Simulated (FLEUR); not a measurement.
# Te (P3_121) in FLEUR: further runs

The runs below take Te through band structure, equation of state, with SCAN.

Program: FLEUR MaX-R8.1 (later development tree). These are calculated values, not measurements. Logs are shortened: lines on timing, memory, paths and dates and some standing lists are left out, and cuts for length are marked.

### Step 1. The crystal as given

Symmetry: P3_121, No. 152, trigonal system. Conventional cell: a = 4.454 Å, b = 4.454 Å, c = 5.924 Å, α = 90.00°, β = 90.00°, γ = 120.00°. Te (site symmetry 2) has 2 Te at 2.86 Å as nearest neighbours.

### Step 2. Band structure, SCAN

inp.xml

```xml
<?xml version="1.0" encoding="UTF-8" standalone="no"?>
<fleurInput fleurInputVersion="0.39">
   <comment>
      Te                                                                                                  
   </comment>
   <calculationSetup>
      <cutoffs Kmax="4.1" Gmax="12.7" GmaxXC="12.7" numbands="0"/>
      <scfLoop itmax="60" minDistance="0.00001" maxIterBroyd="15" imix="Anderson" alpha="0.05" precondParam="0.0" spinf="2.0" sdNocoIR="T"/>
      <coreElectrons ctail="F" frcor="F" kcrel="0" coretail_lmax="0"/>
      <xcFunctional name="LibXC" relativisticCorrections="F">
         <LibXCName exchange="mgga_x_scan" correlation="mgga_c_scan"/>
         <AuxGGA exchange="117" correlation="130"/>
      </xcFunctional>
      <magnetism jspins="1"/>
      <soc l_soc="F" theta="0.0" phi="0.0" spav="F"/>
      <expertModes spex="0" secvar="F"/>
      <geometryOptimization l_f="F" forcealpha="1.0" forcemix="BFGS" epsdisp="0.00001" epsforce="0.00001"/>
      <ldaU l_linMix="F" mixParam="0.05" spinf="1.0"/>
   </calculationSetup>
   <cell>
      <bzIntegration valenceElectrons="66.0" mode="hist" fermiSmearingEnergy="0.00183747">
         <kPointListSelection listName="default-1"/>
         <!-- k-points included here -->
         <xi:include xmlns:xi="http://www.w3.org/2001/XInclude" href="kpts.xml"> </xi:include>
      </bzIntegration>
      <!-- symmetry operations included here -->
      <xi:include xmlns:xi="http://www.w3.org/2001/XInclude" href="sym.xml"> </xi:include>
      <bulkLattice scale="1.0">
         <bravaisMatrix>
            <row-1>    8.4168401589683999     0.0000000000000000     0.0000000000000000</row-1>
            <row-2>   -4.2084200794841999     7.2891973973430435     0.0000000000000000</row-2>
            <row-3>    0.0000000000000000     0.0000000000000000    11.1947375621304008</row-3>
         </bravaisMatrix>
      </bulkLattice>
   </cell>
   <atomSpecies>
      <species name="Tellurium (Te)" element="Te" atomicNumber="52">
         <mtSphere radius="2.51" gridPoints="829" logIncrement="0.016"/>
         <atomicCutoffs lmax="10" lnonsphr="8"/>
         <electronConfig flipSpins="F">
            <coreConfig>(1s1/2) (2s1/2) (2p1/2) (2p3/2) (3s1/2) (3p1/2) (3p3/2) (4s1/2) (3d3/2) (3d5/2)</coreConfig>
            <valenceConfig>(4p1/2) (4p3/2) (5s1/2) (4d3/2) (4d5/2) (5p1/2) (5p3/2)</valenceConfig>
            <stateOccupation state="(5p1/2)" spinUp="0.666667" spinDown="0.666667"/>
            <stateOccupation state="(5p3/2)" spinUp="1.333333" spinDown="1.333333"/>
         </electronConfig>
         <energyParameters s="5" p="5" d="5" f="4"/>
         <lo type="SCLO" l="1" n="4" eDeriv="0"/>
         <lo type="SCLO" l="1" n="4" eDeriv="1"/>
         <lo type="SCLO" l="2" n="4" eDeriv="0"/>
         <lo type="SCLO" l="2" n="4" eDeriv="1"/>
         <lo type="SCLO" l="0" n="5" eDeriv="2"/>
         <lo type="SCLO" l="3" n="4" eDeriv="2"/>
      </species>
   </atomSpecies>
   <atomGroups>
      <atomGroup species="Tellurium (Te)">
         <relPos label="                   1">-.2690000000 -.2690000000 .0000000000</relPos>
         <relPos label="                   2">.0000000000 .2690000000 -1.000/3.000</relPos>
         <relPos label="                   3">.2690000000 .0000000000 1.000/3.000</relPos>
         <force calculate="T" relaxXYZ="TTT"/>
      </atomGroup>
   </atomGroups>
   <output dos="F" band="F" slice="F">
      <checks vchk="F" cdinf="F"/>
      <bandDOS minEnergy="-.5*Htr" maxEnergy="0.5*Htr" sigma="0.015" storeEVData="T"/>
      <vacuumDOS vacdos="F" integ="F" star="F" nstars="0" locx1="0.0" locy1="0.0" locx2="0.0" locy2="0.0" nstm="0" tworkf="0.0"/>
      <unfoldingBand unfoldBand="F" supercellX="1" supercellY="1" supercellZ="1"/>
      <plotting iplot="0" polar="F">
         <plot TwoD="T" vec1="  1.0  0.0  0.0" vec2="  0.0  1.0  0.0" vec3="  0.0  0.0  1.0" zero="  0.0  0.0  0.0" file="plot"/>
      </plotting>
      <chargeDensitySlicing numkpt="0" minEigenval="0.0" maxEigenval="0.0" nnne="0" pallst="F"/>
      <specialOutput eonly="F"/>
      <moessbauerParams electricFieldGradient="T" isomerShift="T" coreHyperfine="T" valenceHyperfine="T"/>
      <magneticCircularDichroism mcd="F" energyLo="-10.0" energyUp="0.0"/>
   </output>
  <!-- We include the file relax.xml here to enable relaxations (see documentation) -->
  <xi:include xmlns:xi="http://www.w3.org/2001/XInclude" href="relax.xml"> <xi:fallback/> </xi:include>
</fleurInput>
```

crystal.txt

```
Te
&input cartesian=F /
4.4540000000  0.0000000000  0.0000000000
-2.2270000000  3.8572771485  0.0000000000
0.0000000000  0.0000000000  5.9240000000
1.8897261246
1.0 1.0 1.0

3
52 0.7310000000  0.7310000000  0.0000000000
52 0.0000000000  0.2690000000  0.6666666667
52 0.2690000000  0.0000000000  0.3333333333

&kpt div1=7 div2=7 div3=5 gamma=T /
```

inp.xml (bands)

```
<?xml version="1.0" encoding="UTF-8" standalone="no"?>
<fleurInput fleurInputVersion="0.39">
   <comment>
      Te                                                                                                  
   </comment>
   <calculationSetup>
      <cutoffs Kmax="4.1" Gmax="12.7" GmaxXC="12.7" numbands="0"/>
      <scfLoop itmax="60" minDistance="0.00001" maxIterBroyd="15" imix="Anderson" alpha="0.05" precondParam="0.0" spinf="2.0" sdNocoIR="T"/>
      <coreElectrons ctail="F" frcor="F" kcrel="0" coretail_lmax="0"/>
      <xcFunctional name="LibXC" relativisticCorrections="F">
         <LibXCName exchange="mgga_x_scan" correlation="mgga_c_scan"/>
         <AuxGGA exchange="117" correlation="130"/>
      </xcFunctional>
      <magnetism jspins="1"/>
      <soc l_soc="F" theta="0.0" phi="0.0" spav="F"/>
      <expertModes spex="0" secvar="F"/>
      <geometryOptimization l_f="F" forcealpha="1.0" forcemix="BFGS" epsdisp="0.00001" epsforce="0.00001"/>
      <ldaU l_linMix="F" mixParam="0.05" spinf="1.0"/>
   </calculationSetup>
   <cell>
      <bzIntegration valenceElectrons="66.0" mode="hist" fermiSmearingEnergy="0.00183747">
         <kPointListSelection listName="path-1"/>
         <!-- k-points included here -->
         <xi:include xmlns:xi="http://www.w3.org/2001/XInclude" href="kpts.xml"> </xi:include>
      </bzIntegration>
      <!-- symmetry operations included here -->
      <xi:include xmlns:xi="http://www.w3.org/2001/XInclude" href="sym.xml"> </xi:include>
      <bulkLattice scale="1.0">
         <bravaisMatrix>
            <row-1>    8.4168401589683999     0.0000000000000000     0.0000000000000000</row-1>
            <row-2>   -4.2084200794841999     7.2891973973430435     0.0000000000000000</row-2>
            <row-3>    0.0000000000000000     0.0000000000000000    11.1947375621304008</row-3>
         </bravaisMatrix>
      </bulkLattice>
   </cell>
   <atomSpecies>
      <species name="Tellurium (Te)" element="Te" atomicNumber="52">
         <mtSphere radius="2.51" gridPoints="829" logIncrement="0.016"/>
         <atomicCutoffs lmax="10" lnonsphr="8"/>
         <electronConfig flipSpins="F">
            <coreConfig>(1s1/2) (2s1/2) (2p1/2) (2p3/2) (3s1/2) (3p1/2) (3p3/2) (4s1/2) (3d3/2) (3d5/2)</coreConfig>
            <valenceConfig>(4p1/2) (4p3/2) (5s1/2) (4d3/2) (4d5/2) (5p1/2) (5p3/2)</valenceConfig>
            <stateOccupation state="(5p1/2)" spinUp="0.666667" spinDown="0.666667"/>
            <stateOccupation state="(5p3/2)" spinUp="1.333333" spinDown="1.333333"/>
         </electronConfig>
         <energyParameters s="5" p="5" d="5" f="4"/>
         <lo type="SCLO" l="1" n="4" eDeriv="0"/>
         <lo type="SCLO" l="1" n="4" eDeriv="1"/>
         <lo type="SCLO" l="2" n="4" eDeriv="0"/>
         <lo type="SCLO" l="2" n="4" eDeriv="1"/>
         <lo type="SCLO" l="0" n="5" eDeriv="2"/>
         <lo type="SCLO" l="3" n="4" eDeriv="2"/>
      </species>
   </atomSpecies>
   <atomGroups>
      <atomGroup species="Tellurium (Te)">
         <relPos label="                   1">-.2690000000 -.2690000000 .0000000000</relPos>
         <relPos label="                   2">.0000000000 .2690000000 -1.000/3.000</relPos>
         <relPos label="                   3">.2690000000 .0000000000 1.000/3.000</relPos>
         <force calculate="T" relaxXYZ="TTT"/>
      </atomGroup>
   </atomGroups>
   <output dos="F" band="T" slice="F">
      <checks vchk="F" cdinf="F"/>
      <bandDOS minEnergy="-.5*Htr" maxEnergy="0.5*Htr" sigma="0.015" storeEVData="T"/>
      <vacuumDOS vacdos="F" integ="F" star="F" nstars="0" locx1="0.0" locy1="0.0" locx2="0.0" locy2="0.0" nstm="0" tworkf="0.0"/>
      <unfoldingBand unfoldBand="F" supercellX="1" supercellY="1" supercellZ="1"/>
      <plotting iplot="0" polar="F">
         <plot TwoD="T" vec1="  1.0  0.0  0.0" vec2="  0.0  1.0  0.0" vec3="  0.0  0.0  1.0" zero="  0.0  0.0  0.0" file="plot"/>
      </plotting>
      <chargeDensitySlicing numkpt="0" minEigenval="0.0" maxEigenval="0.0" nnne="0" pallst="F"/>
      <specialOutput eonly="F"/>
      <moessbauerParams electricFieldGradient="T" isomerShift="T" coreHyperfine="T" valenceHyperfine="T"/>
      <magneticCircularDichroism mcd="F" energyLo="-10.0" energyUp="0.0"/>
   </output>
  <!-- We include the file relax.xml here to enable relaxations (see documentation) -->
  <xi:include xmlns:xi="http://www.w3.org/2001/XInclude" href="relax.xml"> <xi:fallback/> </xi:include>
</fleurInput>
```

Potentials or basis: all-electron, FLAPW.

Started as:

```bash
inpgen -f crystal.txt -profile fastHighL
# inp.xml edited to the form shown
fleur_MPI
fleur_MPI   # second run, on inp.xml (bands)
```

The log of the run:

```text
Welcome to FLEUR        (www.flapw.de)
      MaX-Release 8.1          (www.max-centre.eu)
 func_ids         267         263         267         263
 MetaGGA potential functional detected - V_tau will be computed
 Auxiliary Potential for radial basis: exchange=         117  correlation=         130
The functional 'SCAN exchange of Sun, Ruzsinszky, and Perdew' is an exchange functional, it belongs to the 'MGGA' family and is defined in the reference(s):
[1] J. Sun, A. Ruzsinszky, and J. P. Perdew.,  Phys. Rev. Lett. 115, 036402 (2015)
The functional 'SCAN correlation of Sun, Ruzsinszky, and Perdew' is a correlation functional, it belongs to the 'MGGA' family and is defined in the reference(s):
[1] J. Sun, A. Ruzsinszky, and J. P. Perdew.,  Phys. Rev. Lett. 115, 036402 (2015)
 Using same functional for VXC and EXC

 ========== k-point set info ==========
 Selected k-point list: default-1
 k-point list type: mesh
 7 x 7 x 5
 Number of k points: 32

 ------------Calculation Setup---------------------------
 Number of MPI-tasks      :            1
 Number of PE/node        :            1
 Number of OMP-threads    :            1
 Most efficient MPI parallelization for:
           1           2           4           8          16          32
 Additional eigenvalue parallelization possible
 Number of basis functions:          956
 Approximate size of matrices (H+S) per k-point:         0.027 GB
 --------------------------------------------------------
The functional 'Hammer, Hansen, and Norskov' is an exchange functional, it belongs to the 'GGA' family and is defined in the reference(s):
[1] B. Hammer, L. B. Hansen, and J. K. Nørskov.,  Phys. Rev. B 59, 7413 (1999)
The functional 'Perdew, Burke & Ernzerhof' is a correlation functional, it belongs to the 'GGA' family and is defined in the reference(s):
[1] J. P. Perdew, K. Burke, and M. Ernzerhof.,  Phys. Rev. Lett. 77, 3865 (1996)
[2] J. P. Perdew, K. Burke, and M. Ernzerhof.,  Phys. Rev. Lett. 78, 1396 (1997)
 Using same functional for VXC and EXC
 Using auxiliary GGA potential for the first iteration of MetaGGA calculation.
 Reset of history
 Reset of history
 Iteration:     1   Distance:      23.45015218 me/bohr^3
The functional 'Hammer, Hansen, and Norskov' is an exchange functional, it belongs to the 'GGA' family and is defined in the reference(s):
[1] B. Hammer, L. B. Hansen, and J. K. Nørskov.,  Phys. Rev. B 59, 7413 (1999)
The functional 'Perdew, Burke & Ernzerhof' is a correlation functional, it belongs to the 'GGA' family and is defined in the reference(s):
[1] J. P. Perdew, K. Burke, and M. Ernzerhof.,  Phys. Rev. Lett. 77, 3865 (1996)
[2] J. P. Perdew, K. Burke, and M. Ernzerhof.,  Phys. Rev. Lett. 78, 1396 (1997)
 Using same functional for VXC and EXC
 Iteration:     2   Distance:      22.31117727 me/bohr^3
The functional 'Hammer, Hansen, and Norskov' is an exchange functional, it belongs to the 'GGA' family and is defined in the reference(s):
[1] B. Hammer, L. B. Hansen, and J. K. Nørskov.,  Phys. Rev. B 59, 7413 (1999)
The functional 'Perdew, Burke & Ernzerhof' is a correlation functional, it belongs to the 'GGA' family and is defined in the reference(s):
[1] J. P. Perdew, K. Burke, and M. Ernzerhof.,  Phys. Rev. Lett. 77, 3865 (1996)
[2] J. P. Perdew, K. Burke, and M. Ernzerhof.,  Phys. Rev. Lett. 78, 1396 (1997)
 Using same functional for VXC and EXC
 Iteration:     3   Distance:      21.18440983 me/bohr^3
The functional 'Hammer, Hansen, and Norskov' is an exchange functional, it belongs to the 'GGA' family and is defined in the reference(s):
[1] B. Hammer, L. B. Hansen, and J. K. Nørskov.,  Phys. Rev. B 59, 7413 (1999)
The functional 'Perdew, Burke & Ernzerhof' is a correlation functional, it belongs to the 'GGA' family and is defined in the reference(s):
[1] J. P. Perdew, K. Burke, and M. Ernzerhof.,  Phys. Rev. Lett. 77, 3865 (1996)
[2] J. P. Perdew, K. Burke, and M. Ernzerhof.,  Phys. Rev. Lett. 78, 1396 (1997)
 Using same functional for VXC and EXC
 Iteration:     4   Distance:       1.11888574 me/bohr^3
The functional 'Hammer, Hansen, and Norskov' is an exchange functional, it belongs to the 'GGA' family and is defined in the reference(s):
[1] B. Hammer, L. B. Hansen, and J. K. Nørskov.,  Phys. Rev. B 59, 7413 (1999)
The functional 'Perdew, Burke & Ernzerhof' is a correlation functional, it belongs to the 'GGA' family and is defined in the reference(s):
[1] J. P. Perdew, K. Burke, and M. Ernzerhof.,  Phys. Rev. Lett. 77, 3865 (1996)
[2] J. P. Perdew, K. Burke, and M. Ernzerhof.,  Phys. Rev. Lett. 78, 1396 (1997)
 Using same functional for VXC and EXC
 Iteration:     5   Distance:       1.01687219 me/bohr^3
The functional 'Hammer, Hansen, and Norskov' is an exchange functional, it belongs to the 'GGA' family and is defined in the reference(s):
[... 74 lines left out ...]
 Using same functional for VXC and EXC
 Iteration:    16   Distance:       0.00002293 me/bohr^3
The functional 'Hammer, Hansen, and Norskov' is an exchange functional, it belongs to the 'GGA' family and is defined in the reference(s):
[1] B. Hammer, L. B. Hansen, and J. K. Nørskov.,  Phys. Rev. B 59, 7413 (1999)
The functional 'Perdew, Burke & Ernzerhof' is a correlation functional, it belongs to the 'GGA' family and is defined in the reference(s):
[1] J. P. Perdew, K. Burke, and M. Ernzerhof.,  Phys. Rev. Lett. 77, 3865 (1996)
[2] J. P. Perdew, K. Burke, and M. Ernzerhof.,  Phys. Rev. Lett. 78, 1396 (1997)
 Using same functional for VXC and EXC
 Iteration:    17   Distance:       0.00002179 me/bohr^3
The functional 'Hammer, Hansen, and Norskov' is an exchange functional, it belongs to the 'GGA' family and is defined in the reference(s):
[1] B. Hammer, L. B. Hansen, and J. K. Nørskov.,  Phys. Rev. B 59, 7413 (1999)
The functional 'Perdew, Burke & Ernzerhof' is a correlation functional, it belongs to the 'GGA' family and is defined in the reference(s):
[1] J. P. Perdew, K. Burke, and M. Ernzerhof.,  Phys. Rev. Lett. 77, 3865 (1996)
[2] J. P. Perdew, K. Burke, and M. Ernzerhof.,  Phys. Rev. Lett. 78, 1396 (1997)
 Using same functional for VXC and EXC
 Iteration:    18   Distance:       0.00001030 me/bohr^3
The functional 'Hammer, Hansen, and Norskov' is an exchange functional, it belongs to the 'GGA' family and is defined in the reference(s):
[1] B. Hammer, L. B. Hansen, and J. K. Nørskov.,  Phys. Rev. B 59, 7413 (1999)
The functional 'Perdew, Burke & Ernzerhof' is a correlation functional, it belongs to the 'GGA' family and is defined in the reference(s):
[1] J. P. Perdew, K. Burke, and M. Ernzerhof.,  Phys. Rev. Lett. 77, 3865 (1996)
[2] J. P. Perdew, K. Burke, and M. Ernzerhof.,  Phys. Rev. Lett. 78, 1396 (1997)
 Using same functional for VXC and EXC
 Iteration:    19   Distance:       0.00000415 me/bohr^3

 ********************************************************************
 Run finished successfully
 Stop message:
   all done
 ********************************************************************
```

Wall time 7.8 min (1 thread of Arm Neoverse V2, shared host); peak memory 0.15 GiB.

Results:

```
Free energy                                           : -554895.3358 eV
Band gap along the path                               : 0.23 eV, direct
Valence electrons inside the program's atomic spheres : Te 19.60 (radii Te 2.51 bohr)
```

Levels at the corners of the path, in eV from the valence-band top:
```tsv
point	band 31	band 32	band 33	band 34	band 35	band 36
Γ	-1.77	-1.77	-0.96	1.08	1.08	1.72
M	-3.66	-1.06	-0.85	0.94	0.98	3.18
K	-3.21	-2.99	-2.84	3.02	3.02	3.31
Γ	-1.77	-1.77	-0.96	1.08	1.08	1.72
A	-1.44	-1.10	-1.10	0.53	0.58	0.58
L	-2.56	-2.23	-0.18	0.81	2.06	2.71
H	-0.97	0.00	0.00	0.23	1.42	1.42
A	-1.44	-1.10	-1.10	0.53	0.58	0.58
L	-2.56	-2.23	-0.18	0.81	2.06	2.71
M	-3.66	-1.06	-0.85	0.94	0.98	3.18
K	-3.21	-2.99	-2.84	3.02	3.02	3.31
H	-0.97	0.00	0.00	0.23	1.42	1.42
```

Core levels (eV from the Fermi level):
```
atom                                                                                                                                           levels
1 Te  1s1/2 -31605.2, 2s1/2 -4841.9, 2p1/2 -4535.6, 2p3/2 -4261.1, 3s1/2 -960.4, 3p1/2 -834.6, 3p3/2 -783.4, 4s1/2 -160.1, 3d3/2 -561.8, 3d5/2 -551.1
2 Te  1s1/2 -31605.2, 2s1/2 -4841.9, 2p1/2 -4535.6, 2p3/2 -4261.1, 3s1/2 -960.4, 3p1/2 -834.6, 3p3/2 -783.4, 4s1/2 -160.1, 3d3/2 -561.8, 3d5/2 -551.1
3 Te  1s1/2 -31605.2, 2s1/2 -4841.9, 2p1/2 -4535.6, 2p3/2 -4261.1, 3s1/2 -960.4, 3p1/2 -834.6, 3p3/2 -783.4, 4s1/2 -160.1, 3d3/2 -561.8, 3d5/2 -551.1
```

Caveat: the meta-GGA is that of a development version, with a GGA for the radial functions and cores and without core tails; spin-orbit coupling is left out, which moves the levels of the heavy elements.

### Step 3. Equation of state, SCAN, 31.89 Å³/atom (volume scaled by 0.94)

inp.xml: that of step 2 with these lines changed.

```diff
@@ -27,3 +27,3 @@
       <xi:include xmlns:xi="http://www.w3.org/2001/XInclude" href="sym.xml"> </xi:include>
-      <bulkLattice scale="1.0">
+      <bulkLattice scale="0.9795861087">
          <bravaisMatrix>
@@ -37,3 +37,3 @@
       <species name="Tellurium (Te)" element="Te" atomicNumber="52">
-         <mtSphere radius="2.51" gridPoints="829" logIncrement="0.016"/>
+         <mtSphere radius="2.43" gridPoints="829" logIncrement="0.016"/>
          <atomicCutoffs lmax="10" lnonsphr="8"/>
```

Potentials or basis: all-electron, FLAPW.

Started as:

```bash
inpgen -f crystal.txt -profile fastHighL
# inp.xml edited to the form shown
fleur_MPI
```

Wall time 6.2 min (1 thread of Arm Neoverse V2, shared host); peak memory 0.15 GiB.

Results (log left out):

- Free energy: -554895.2389 eV
- Band gap on the k mesh: 0.67 eV, indirect (least direct gap 0.88 eV)
- Valence electrons inside the program's atomic spheres: Te 19.40 (radii Te 2.43 bohr)

Caveat: the meta-GGA is that of a development version, with a GGA for the radial functions and cores and without core tails; spin-orbit coupling is left out, which moves the levels of the heavy elements; an odd mesh through Γ misses points on the zone boundary, where band edges often lie.

### Step 4. Equation of state, SCAN, 32.57 Å³/atom (volume scaled by 0.96)

inp.xml: that of step 3 with these lines changed.

```diff
@@ -27,3 +27,3 @@
       <xi:include xmlns:xi="http://www.w3.org/2001/XInclude" href="sym.xml"> </xi:include>
-      <bulkLattice scale="0.9795861087">
+      <bulkLattice scale="0.9864848297">
          <bravaisMatrix>
```

Started as:

```bash
inpgen -f crystal.txt -profile fastHighL
# inp.xml edited to the form shown
fleur_MPI
```

Run time: 6.6 min. Hardware: 1 thread of Arm Neoverse V2, shared host; peak memory 0.15 GiB.

Results (log left out):

| Property | Result |
| --- | --- |
| Free energy | -554895.2757 eV |
| Band gap on the k mesh | 0.69 eV, indirect (least direct gap 0.88 eV) |
| Valence electrons inside the program's atomic spheres | Te 19.38 (radii Te 2.43 bohr) |

Caveat: the meta-GGA is that of a development version, with a GGA for the radial functions and cores and without core tails; spin-orbit coupling is left out, which moves the levels of the heavy elements; an odd mesh through Γ misses points on the zone boundary, where band edges often lie.

[end of part 1 of 2]
